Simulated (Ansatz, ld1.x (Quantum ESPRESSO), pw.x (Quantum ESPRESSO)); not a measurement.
# Equation-of-state test of one PAW potential (C (Z = 6))

* Element: C (Z = 6)
* Generator: ld1.x (Quantum ESPRESSO) 7.5
* Type: PAW
* Functional: PBEsol
* Relativity: scalar-relativistic
* Frozen core: [He]
* Valence charge: 4
* Reference configuration: 2s1 2p3
* Partial waves: 2s (bound): rcut 1.25, rcutus 1.40 bohr; 2s channel at -0.4 Ry: rcut 1.25, rcutus 1.40 bohr; 2p (bound): rcut 1.80, rcutus 2.35 bohr; 2p channel at 3.35 Ry: rcut 1.80, rcutus 2.35 bohr; 3d channel at 0.1 Ry: rcut 1.80, rcutus 2.00 bohr; 3d channel at 0.65 Ry: rcut 1.80, rcutus 2.00 bohr
* Local potential: all-electron potential smoothed inside 1.75 bohr (lloc = -1)
* Core correction: Bessel-smoothed model core inside 1.10 bohr
* Augmentation charge: BESSEL, radius 1.30 bohr

Atomic tests: cutoffs needed: 12 Ry and 15 Ry (the cutoffs (Ry, on a coarse ladder) from which the occupation-weighted sum of valence levels, in a spherical-Bessel basis at the reference potential, stays within 10 and 1 mRy of its value at 400 Ry); ghost test: no extra level below or beside the all-electron valence levels (s, p, d, f tested) (spherical-Bessel basis up to 400 Ry, 20 bohr box); largest excitation error: +12 meV (all-electron minus pseudo) for 2s2 2p0, out of 7 test configurations.

Crystal test: diamond C in pw.x 7.5, no spin, 13³ k-points, Fermi–Dirac smearing 0.01 Ry, cutoffs 40/320 Ry. The reference is all-electron LAPW (Ansatz 0.2.0) with the same functional, mesh and smearing; V0 and B0 come from Birch–Murnaghan fits to the pressures at five volumes. Errors are pseudo minus all-electron; Δ is the rms difference of the E(V) curves that follow from these fits, minima aligned, over ±6 % about the mean V0. Mesh and smearing are coarse, so the numbers serve the comparison and aren't converged zero-temperature values; the lattice is a test structure that the element need not adopt.

All-electron: a0 = 3.554 Å (V0 = 5.61 Å³/atom), B0 = 450.3 GPa.

Problem. How far does the potential miss the all-electron equation of state?

Solution. mean pressure error (GPa): +19.38; a0 (Å): 3.597; a0 error (%): +1.21; B0 error (%): +7.7; Δ (meV/atom): 21.5. The largest radius (2.35 bohr) exceeds half the bond length (1.45 bohr), so the spheres overlap, which is one possible source of error among others. This is a poor potential for the solid.

| V (Å³/atom) | P all-electron (GPa) | P pseudo (GPa) |
| --- | --- | --- |
| 5.318 | 26.60 | 51.72 |
| 5.458 | 13.07 | 34.96 |
| 5.598 | 1.03 | 20.07 |
| 5.738 | -9.69 | 6.83 |
| 5.878 | -19.23 | -4.92 |

Problem. At the middle volume, how do free energy and pressure move when the wave cutoff is lowered (ecutrho held at 320 Ry)?

Solution.

```tsv
cutoff (Ry)	shift of F (meV/atom)	shift of P (GPa)
18	+17.2	-0.71
24	+6.0	-0.26
32	+1.5	-0.10
```

The run at the middle volume (84 k-points, 12 iterations) took about 7.3 s on one core of a shared host (Neoverse-V2, 96 threads, 742 GiB, load 49).
